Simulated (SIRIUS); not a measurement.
Zr in SIRIUS: the effect of Hubbard term

The system is Zr.

```
Zr
1.0
     4.29913    0.00000    0.00000
     0.00000    4.29913    0.00000
     0.00000    0.00000    4.29913
Zr
3
Direct
  0.50000 0.00000 0.00000
  0.00000 0.50000 0.00000
  0.00000 0.00000 0.50000
```

The cell was built by a generator and needn't be a form met in nature.

Alike in all runs:

* Program: SIRIUS 7.10.0
* Task: single point
* Functional: PBE
* Potentials or basis: PseudoDojo 0.4.1 PBE standard (scalar relativistic)
* Cutoff: 915 eV
* Density cutoff: 3659 eV
* k mesh: 6 × 6 × 6
* Occupations: fermi-dirac, width 0.05 eV
* Spin: no spin polarisation
* Libxc names: ["XC_GGA_X_PBE", "XC_GGA_C_PBE"]
* Energy tol: 1e-08 Ha
* Density tol: 1e-06
* Mixer: anderson
* Mixing beta: 0.7
* Max scf: 100
* Radial cutoff for the potentials' integrals: 6.5 bohr

```tsv
Hubbard term	pressure (GPa)
none	?
Zr d U = 2 eV	2.6
Zr d U = 4 eV	5.8
Zr d U = 6 eV	11.7
Zr d U = 8 eV	31.0
```

What does the run with Hubbard term none give?

Pressure 0.0 GPa.

Worked out: A parabola through the other rows of the pressure, of slope -5.51 GPa per eV there, extrapolates to 10.1 GPa, against the run's 0.0.

Caveats: U without spin polarisation on a metal has little footing (some runs); the U is typed as a test and isn't derived for this compound (some runs); a pressure of tens of GPa on the cell as given is suspect, and the run, the potentials or the cell itself is likely at fault (some runs).
